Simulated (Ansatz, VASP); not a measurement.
**KCl: VASP beside Ansatz**

File POSCAR:

```
KCl
1.0
    3.7711682906     -0.0160274652      0.0000000000
   -0.0160274652      3.7711682906      0.0000000000
    0.0000000000      0.0000000000      3.7711682906
K Cl
1 1
Direct
    0.0000000000      0.0000000000      0.0000000000
    0.5000000000      0.5000000000      0.5000000000
```

Contents of INCAR.step1:

```
  ALGO = Normal
  EDIFF = 1E-4
  ENCUT = 520
  GGA = PE
  ISMEAR = 0
  LASPH = True
  LCHARG = False
  LREAL = False
  LWAVE = True
  NBANDS = 15
  NELM = 100
  PREC = Accurate
  SIGMA = 0.01
```

INCAR.step2

```
  ALGO = Normal
  EDIFF = 1E-7
  ENCUT = 520
  ISIF = 2
  ISMEAR = 0
  ISTART = 1
  LASPH = True
  LCHARG = False
  LMIXTAU = True
  LREAL = False
  LWAVE = False
  METAGGA = R2SCAN
  NBANDS = 15
  NELM = 100
  PREC = Accurate
  SIGMA = 0.01
```

Contents of KPOINTS:

```
k-points
0
Gamma
  8 8 8
```

Input for Ansatz:

```yaml
crystal:
  lattice:
    - [3.7711682906, -0.0160274652, 0.0]
    - [-0.0160274652, 3.7711682906, 0.0]
    - [0.0, 0.0, 3.7711682906]
  atoms:
    - { symbol: K, position: [0.0, 0.0, 0.0] }
    - { symbol: Cl, position: [0.5, 0.5, 0.5] }
kpoints:
  mp_grid: { grid: [8, 8, 8] }
  band_path:
    path: [[0.0, 0.0, 0.0], [0.0, 0.5, 0.0], [0.5, 0.5, 0.0], [0.5, 0.5, 0.5]]
    npoints: 1
hamiltonian:
  xc: r2scan
scf:
  occupations: { method: fixed }
  n_extra_bands: 4
output:
  forces: true
  stress: true
  eigenvalues: true
```

Change from the starting cell: shear_xy strain -0.9%.

Alike in both runs: task single point; functional r2SCAN; k mesh 8 × 8 × 8; no spin polarisation.

```csv
,VASP,Ansatz
version,VASP 6.6.1,Ansatz 0.2.0
potentials or method,"VASP PAW PBE potentials, release 64 (K_sv, Cl)","plane waves, PAW"
plane-wave cutoff (eV),520,500
occupations,"gaussian, width 0.01 eV",fixed
valence electrons in the cell,16,16
```

|  | VASP | Ansatz | Ansatz less VASP |
| --- | --- | --- | --- |
| gap on the k mesh at the Fermi level (eV) | 5.81 | 5.80 | -0.006 |
| pressure (GPa) | 0.0 | 0.0 | +0.04 |
| largest component of the traceless stress (GPa) | 0.07 | 0.07 | -0.002 |

Caveats: the PAW data sets were made with another functional, which shifts forces and pressure a little (VASP). A k mesh can miss the band edges.
